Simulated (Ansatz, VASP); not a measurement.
# SrO in VASP and in Ansatz

Contents of INCAR:

```
SYSTEM = SrO
PREC = Accurate
ENCUT = 520
EDIFF = 1E-7
ISMEAR = -1
SIGMA = 0.02
LREAL = .FALSE.
LASPH = .TRUE.
NELM = 100
ALGO = Normal
ISIF = 2
LWAVE = .FALSE.
LCHARG = .TRUE.
LELF = .TRUE.
LVHAR = .TRUE.
NBANDS = 15
```

Contents of KPOINTS:

```
Automatic mesh
0
G
  8 8 8
  0 0 0
```

The input POSCAR:

```
SrO
1.0
    0.0000000000      2.5525525005      2.5525525005
    2.5525525005      0.0000000000      2.5525525005
    2.5525525005      2.5525525005      0.0000000000
Sr O
1 1
Direct
    0.0000000000      0.0000000000      0.0000000000
    0.5000000000      0.5000000000      0.5000000000
```

Input for Ansatz:

```yaml
crystal:
  lattice:
    - [0.0, 2.5525525005, 2.5525525005]
    - [2.5525525005, 0.0, 2.5525525005]
    - [2.5525525005, 2.5525525005, 0.0]
  atoms:
    - { symbol: Sr, position: [0.0, 0.0, 0.0] }
    - { symbol: O, position: [0.5, 0.5, 0.5] }
kpoints:
  mp_grid: { grid: [8, 8, 8] }
  band_path:
    path:
      - [0.0, 0.0, 0.0]
      - [0.5, 0.0, 0.5]
      - [0.625, 0.25, 0.625]
      - [0.375, 0.375, 0.75]
      - [0.0, 0.0, 0.0]
      - [0.5, 0.5, 0.5]
      - [0.5, 0.25, 0.75]
      - [0.5, 0.0, 0.5]
    npoints: 5
scf:
  occupations: { method: fermi_dirac, width: 0.02 }
hamiltonian:
  xc: lda
  pseudopotentials: { kind: all_electron, lapw: { basis_error: 0.00025 } }
output:
  forces: true
  stress: true
  eigenvalues: true
```

Change from the starting cell: volume scaled by 0.98.

Alike in both runs: task single point; functional LDA; k mesh 8 × 8 × 8; occupations fermi-dirac, width 0.02 eV; no spin polarisation.

|  | VASP | Ansatz |
| --- | --- | --- |
| version | VASP 6.6.1 | Ansatz 0.2.0 |
| potentials or method | VASP PAW LDA potentials, release 64 (Sr_sv, O) | all-electron LAPW, scalar-relativistic |
| plane-wave cutoff (eV) | 520 | see its input |

|  | VASP | Ansatz | Ansatz less VASP |
| --- | --- | --- | --- |
| gap on the k mesh at the Fermi level (eV) | 3.08 | 3.14 | +0.059 |
| pressure (GPa) | -1.6 | -2.4 | -0.74 |

Ansatz ran all-electron here, so the differences hold the error of VASP's frozen core and of both bases.

A k mesh can miss the band edges.
